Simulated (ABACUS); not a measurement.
# HfO2 (P2_1/c) in ABACUS: notebook

The runs below take HfO2 through single point, with PBE.

Program: ABACUS 3.10.1. These are calculated values, not measurements. Logs are shortened: lines on timing, memory, paths and dates and some standing lists are left out, and cuts for length are marked.

### 1 The structure

Symmetry: P2_1/c, No. 14, monoclinic system. Conventional cell: a = 5.118 Å, b = 5.186 Å, c = 5.284 Å, α = 90.00°, β = 99.35°, γ = 90.00°. Around Hf (site symmetry 1) lie 7 O at 2.03 to 2.25 Å. Around O (site symmetry 1) lie 3 Hf at 2.03 to 2.12 Å. O (site symmetry 1) is surrounded by 4 Hf at 2.14 to 2.25 Å.

### 2 Single point, PBE

INPUT reads:

```
INPUT_PARAMETERS
suffix              HfO2
calculation         scf
basis_type          lcao
pseudo_dir          ./
orbital_dir         ./
symmetry            1
dft_functional      pbe
ecutwfc             100
pseudo_rcut         7
nspin               1
nbands              64
ks_solver           genelpa
smearing_method     fd
smearing_sigma      0.00367493
scf_thr             1e-07
scf_nmax            100
mixing_type         broyden
mixing_beta         0.7
cal_force           1
cal_stress          1
out_mul             1
out_chg             1
```

STRU reads:

```
ATOMIC_SPECIES
Hf 178.4900 Hf.upf
O 15.9990 O.upf

NUMERICAL_ORBITAL
Hf_confined-atom_8au_3s2p2d1f.orb
O_confined-atom_6au_2s2p1d.orb

LATTICE_CONSTANT
1.8897261246

LATTICE_VECTORS
5.1180000000 0.0000000000 0.0000000000
0.0000000000 5.1857000000 0.0000000000
-0.8586630598 0.0000000000 5.2138671406

ATOMIC_POSITIONS
Direct

Hf
0.0
4
0.2755000000 0.4603000000 0.7080000000 1 1 1
0.7245000000 0.9603000000 0.7920000000 1 1 1
0.7245000000 0.5397000000 0.2920000000 1 1 1
0.2755000000 0.0397000000 0.2080000000 1 1 1

O
0.0
8
0.0742000000 0.1684000000 0.8467000000 1 1 1
0.9258000000 0.6684000000 0.6533000000 1 1 1
0.9258000000 0.8316000000 0.1533000000 1 1 1
0.0742000000 0.3316000000 0.3467000000 1 1 1
0.4487000000 0.7419000000 0.9801000000 1 1 1
0.5513000000 0.2419000000 0.5199000000 1 1 1
0.5513000000 0.2581000000 0.0199000000 1 1 1
0.4487000000 0.7581000000 0.4801000000 1 1 1
```

KPT reads:

```
K_POINTS
0
Gamma
3 3 3 0 0 0
```

Potentials or basis: PseudoDojo NC FR 0.4 PBE standard, DZP LCAO (the cutoffs set its grid).

Launch:

```
$ OMP_NUM_THREADS=1 mpirun -np 4 abacus > log
```

running log:

```text
ABACUS v3.10.1

               Atomic-orbital Based Ab-initio Computation at UStc

 ------------------------------------------------------------------------------------

 READING GENERAL INFORMATION
                           global_out_dir = OUT.HfO2/
                           global_in_card = INPUT
                               pseudo_dir = ./
                              orbital_dir = ./
                                    DSIZE = 4
                                    GSIZE = 1

 READING UNITCELL INFORMATION
                                    ntype = 2
                  lattice constant (Bohr) = 1.88973
              lattice constant (Angstrom) = 1

 READING ATOM TYPE 1
                               atom label = Hf
                      L=0, number of zeta = 3
                      L=1, number of zeta = 2
                      L=2, number of zeta = 2
                      L=3, number of zeta = 1
             number of atom for this type = 4

 READING ATOM TYPE 2
                               atom label = O
                      L=0, number of zeta = 2
                      L=1, number of zeta = 2
                      L=2, number of zeta = 1
             number of atom for this type = 8

                        TOTAL ATOM NUMBER = 12
DIRECT COORDINATES
    atom                   x                   y                   z     mag                  vx                  vy                  vz
taud_Hf1            0.2755000000        0.4603000000        0.7080000000  0.0000        0.0000000000        0.0000000000        0.0000000000
taud_Hf2            0.7245000000        0.9603000000        0.7920000000  0.0000        0.0000000000        0.0000000000        0.0000000000
taud_Hf3            0.7245000000        0.5397000000        0.2920000000  0.0000        0.0000000000        0.0000000000        0.0000000000
taud_Hf4            0.2755000000        0.0397000000        0.2080000000  0.0000        0.0000000000        0.0000000000        0.0000000000
taud_O1            0.0742000000        0.1684000000        0.8467000000  0.0000        0.0000000000        0.0000000000        0.0000000000
taud_O2            0.9258000000        0.6684000000        0.6533000000  0.0000        0.0000000000        0.0000000000        0.0000000000
taud_O3            0.9258000000        0.8316000000        0.1533000000  0.0000        0.0000000000        0.0000000000        0.0000000000
taud_O4            0.0742000000        0.3316000000        0.3467000000  0.0000        0.0000000000        0.0000000000        0.0000000000
taud_O5            0.4487000000        0.7419000000        0.9801000000  0.0000        0.0000000000        0.0000000000        0.0000000000
taud_O6            0.5513000000        0.2419000000        0.5199000000  0.0000        0.0000000000        0.0000000000        0.0000000000
taud_O7            0.5513000000        0.2581000000        0.0199000000  0.0000        0.0000000000        0.0000000000        0.0000000000
taud_O8            0.4487000000        0.7581000000        0.4801000000  0.0000        0.0000000000        0.0000000000        0.0000000000

                          Volume (Bohr^3) = 933.822
                             Volume (A^3) = 138.378

 Lattice vectors: (Cartesian coordinate: in unit of a_0)
               +5.118                  +0                  +0
                   +0             +5.1857                  +0
            -0.858663                  +0            +5.21387
 Reciprocal vectors: (Cartesian coordinate: in unit of 2 pi/a_0)
            +0.195389                  -0          +0.0321783
                   -0           +0.192838                  -0
                   +0                  -0           +0.191796
 The esolver type has been set to : ksdft_lcao

                PAO radial cut off (Bohr) = 7

 Read in pseudopotential file is Hf.upf
                     pseudopotential type = NC
          exchange-correlation functional = PBE
                 nonlocal core correction = 1
                        valence electrons = 12
                                     lmax = 3
                           number of zeta = 4
                     number of projectors = 8
                           L of projector = 0
                           L of projector = 0
                           L of projector = 1
                           L of projector = 1
                           L of projector = 2
                           L of projector = 2
                           L of projector = 3
                           L of projector = 3
                PAO radial cut off (Bohr) = 7

 Read in pseudopotential file is O.upf
                     pseudopotential type = NC
          exchange-correlation functional = PBE
                 nonlocal core correction = 1
                        valence electrons = 6
                                     lmax = 2
                           number of zeta = 2
                     number of projectors = 5
                           L of projector = 0
                           L of projector = 0
                           L of projector = 1
                           L of projector = 1
                           L of projector = 2
     initial pseudo atomic orbital number = 72

 SETUP THE ELECTRONS NUMBER
            electron number of element Hf = 12
      total electron number of element Hf = 48
             electron number of element O = 6
       total electron number of element O = 48
            AUTOSET number of electrons:  = 96
                           occupied bands = 48
                                   NLOCAL = 208
                                   NBANDS = 64
                                   NBANDS = 64
[... 94 lines left out ...]
                     BRAVAIS LATTICE NAME = 12. Monoclinic P (simple)
                                    ibrav = 12
                       right hand lattice = 1
(for k-lattice: )
                             BRAVAIS TYPE = 12
                     BRAVAIS LATTICE NAME = 12. Monoclinic P (simple)
                                    ibrav = 12
                       right hand lattice = 1
                        ROTATION MATRICES = 4
                               nkstot_ibz = 10
K-POINTS REDUCTION ACCORDING TO SYMMETRY
     IBZ    DIRECT_X    DIRECT_Y    DIRECT_Z  WEIGHT  ibz2bz
       1  0.00000000  0.00000000  0.00000000  0.0370       0
       2  0.33333333  0.00000000  0.00000000  0.0741       1
       3  0.00000000  0.33333333  0.00000000  0.0741       3
       4  0.33333333  0.33333333  0.00000000  0.1481       4
       5  0.00000000  0.00000000  0.33333333  0.0741       9
       6  0.33333333  0.00000000  0.33333333  0.0741      10
       7 -0.33333333  0.00000000  0.33333333  0.0741      11
       8  0.00000000  0.33333333  0.33333333  0.1481      12
       9  0.33333333  0.33333333  0.33333333  0.1481      13
      10 -0.33333333  0.33333333  0.33333333  0.1481      14

                               nkstot now = 10
[... K-POINTS DIRECT COORDINATES: 10 rows ...]

           k-point number in this process = 10
       minimum distributed K point number = 10
[... stars of the k points ...]

[... K-POINTS CARTESIAN COORDINATES: 10 rows ...]

[... K-POINTS DIRECT COORDINATES: 10 rows ...]

 SETUP PLANE WAVES FOR WAVE FUNCTIONS
     energy cutoff for wavefunc (unit:Ry) = 100
              fft grid for wave functions = [ 64, 64, 64 ]
                    number of plane waves = 17663
                         number of sticks = 811

 PARALLEL PW FOR WAVE FUNCTIONS
     PROC   COLUMNS(POT)             PW
        1            202           4416
        2            203           4416
        3            203           4415
        4            203           4416
 --------------- sum -------------------
        4            811          17663

 SET NONLOCAL PSEUDOPOTENTIAL PROJECTORS
 SET NONLOCAL PSEUDOPOTENTIAL PROJECTORS
 max number of nonlocal projetors among all species is 8

 -------------------------------------------
 SELF-CONSISTENT
 -------------------------------------------

 SETUP SEARCHING RADIUS FOR PROGRAM TO SEARCH ADJACENT ATOMS
                  longest orb rcut (Bohr) = 8
   longest nonlocal projector rcut (Bohr) = 2.46
                     search radius (Bohr) = 20.9
              searching radius is (Bohr)) = 20.9
         searching radius unit is (Bohr)) = 1.89
                         PeriodicBoundary = 1
                        Radius(unit:lat0) = 11.1
                                   glayer = [ 4, 4, 4 ]
                             glayer_minus = [ 3, 3, 3 ]

Find the coordinate range of the input atom(unit:lat0).
                                  min_tau = [ -18.3, -15.4, -15.5 ]
                                  max_tau = [ 22.5, 20.5, 20.8 ]
                                BoxNumber = [ 7, 7, 7 ]

 SETUP EXTENDED REAL SPACE GRID FOR GRID INTEGRATION
                          real space grid = [ 64, 64, 64 ]
                 big cell numbers in grid = [ 16, 16, 16 ]
             meshcell numbers in big cell = [ 4, 4, 4 ]
                        extended fft grid = [ 14, 14, 13 ]
                dimension of extened grid = [ 45, 45, 43 ]
                            UnitCellTotal = 27
              Atom number in sub-FFT-grid = 12
    Local orbitals number in sub-FFT-grid = 208
                                ParaV.nnr = 203136
                                 init_chg = atomic

 LCAO ALGORITHM --------------- ION=   1  ELEC=   1--------------------------------

 Density error is 0.157668075733
----------------------------------------------------------
     Energy           Rydberg                 eV
----------------------------------------------------------
 E_KohnSham     -717.2947888682      -9759.2962743139
 E_Harris       -704.3596768920      -9583.3050471702
 E_Fermi        0.8558813648         11.6448633730
----------------------------------------------------------
[... 113 lines left out ...]
 Density error is 1.98930531353e-08
----------------------------------------------------------
     Energy           Rydberg                 eV
----------------------------------------------------------
 E_KohnSham     -718.9698224489      -9782.0862753539
 E_KS(sigma->0) -718.9698224489      -9782.0862753539
 E_Harris       -718.9698222991      -9782.0862733157
 E_band         -40.5324662890       -551.4724955234
 E_one_elec     -142.4561633574      -1938.2155368801
 E_Hartree      125.5122214181       1707.6813799244
 E_xc           -182.2526141232      -2479.6740274707
 E_Ewald        -519.7732663864      -7071.8780909274
 E_entropy(-TS) -0.0000000000        -0.0000000000
 E_descf        0.0000000000         0.0000000000
 E_exx          0.0000000000         0.0000000000
 E_Fermi        1.0031420944         13.6484483875
----------------------------------------------------------

 charge density convergence is achieved
 final etot is -9782.0862754 eV
 EFERMI = 13.648448387 eV

 STATE ENERGY(eV) AND OCCUPATIONS    NSPIN == 1
 1/10 kpoint (Cartesian) = 0.0000 0.0000 0.0000 (3946 pws)
       1       -49.4406      0.0740741
       2       -49.4209      0.0740741
       3       -49.4173      0.0740741
       4       -49.4168      0.0740741
       5       -19.1663      0.0740741
       6       -19.1355      0.0740741
[... 386 lines left out ...]
      63        19.6595    9.11019e-54
      64        19.6993    4.10521e-54

[... levels at 4 further k points ...]

 correction force for each atom along direction 1 is 1.12548e-14
 correction force for each atom along direction 2 is 2.90205e-14
 correction force for each atom along direction 3 is 3.40489e-14
------------------------------------------------------------------------------------------
 TOTAL-FORCE (eV/Angstrom)
------------------------------------------------------------------------------------------
                       Hf1         0.1347082497         0.0283976660         0.0122270793
                       Hf2        -0.1347082497         0.0283976660        -0.0122270793
                       Hf3        -0.1347082497        -0.0283976660        -0.0122270793
                       Hf4         0.1347082497        -0.0283976660         0.0122270793
                        O1        -0.3950320466        -0.1851758220        -0.1090107323
                        O2         0.3950320466        -0.1851758220         0.1090107323
                        O3         0.3950320466         0.1851758220         0.1090107323
                        O4        -0.3950320466         0.1851758220        -0.1090107323
                        O5        -0.1437301322         0.0175315217        -0.0537724826
                        O6         0.1437301322         0.0175315217         0.0537724826
                        O7         0.1437301322        -0.0175315217         0.0537724826
                        O8        -0.1437301322        -0.0175315217        -0.0537724826
------------------------------------------------------------------------------------------

----------------------------------------------------------------
 TOTAL-STRESS (KBAR)
----------------------------------------------------------------
        34.0604976942         0.0000000000         6.2025826867
         0.0000000000        23.7156578856         0.0000000000
         6.2025826867         0.0000000000        35.9615457106
----------------------------------------------------------------
 TOTAL-PRESSURE: 31.245900 KBAR

 --------------------------------------------
 !FINAL_ETOT_IS -9782.0862753538822290 eV
 --------------------------------------------
```

Run time: 46 s. Hardware: 4 MPI ranks of Intel Xeon Platinum 8259CL at 2.50GHz (Skylake/Cascade Lake), shared host; peak memory 0.64 GiB.

Results:

```yaml
Free_energy: -9782.0863 eV
Pressure: 3.1 GPa
Largest_force: 0.450 eV/Å
Band_gap_on_the_k_mesh: 4.28 eV, indirect (least direct gap 4.35 eV)
Mulliken_charges: Hf +1.28, +1.26; O -0.61, -0.60, -0.66, -0.67 e
```

Forces in eV/Å, atoms in the order of the input:
```
Hf   0.135  0.028  0.012
Hf  -0.135  0.028 -0.012
Hf  -0.135 -0.028 -0.012
Hf   0.135 -0.028  0.012
O   -0.395 -0.185 -0.109
O    0.395 -0.185  0.109
O    0.395  0.185  0.109
O   -0.395  0.185 -0.109
O   -0.144  0.018 -0.054
O    0.144  0.018  0.054
O    0.144 -0.018  0.054
O   -0.144 -0.018 -0.054
```

Stress tensor (GPa, compression positive):
```
3.41 0.00 0.62
0.00 2.37 0.00
0.62 0.00 3.60
```

Caveat: the atomic orbitals were generated for these runs and aren't a published set; Mulliken charges move with the basis; spin-orbit coupling is left out, which moves the levels of the heavy elements; an odd mesh through Γ misses points on the zone boundary, where band edges often lie; the basis of atomic orbitals isn't converged, which shifts pressures, moduli and gaps.

[end of part 1 of 2]
